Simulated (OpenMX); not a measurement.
Runs of OpenMX 3.8.5 on Ge. It takes space group Imma (No. 74, orthorhombic). Conventional cell: a = 4.992 Å, b = 5.302 Å, c = 2.874 Å, α = 90.00°, β = 90.00°, γ = 90.00°. Around Ge (site symmetry mm2) lie 6 Ge at 2.68 to 2.87 Å. This isn't the form of Ge at room conditions, which is diamond.

```csv
level,gap on the mesh (eV),pressure (GPa),largest force (eV/Å)
PBE+D4,none,-0.4,0.01
PBE,none,(a),0.01
PBE+D3(BJ),none,-0.4,0.01
PBE+D3,none,1.2,0.02
```

Alike in all rows: task single point; potentials or basis OpenMX 2013 PBE set, Ge7.0-s3p2d2, grid cutoff 300 Ry; no spin polarisation; cell as given; k mesh 9 × 9 × 9; smearing fermi-dirac 0.05 eV.

Problem. Estimate the missing entries.

Solution. (a) 2.5.

Caveats: the basis of atomic orbitals isn't converged, which shifts pressures, moduli and gaps; pairwise dispersion overbinds metals, which lowers pressure and volume (some runs).

A k mesh can miss the band edges, and the runs leave out spin-orbit coupling on Ge.

A gap of «none» marks a metal or a gap under the smearing width.
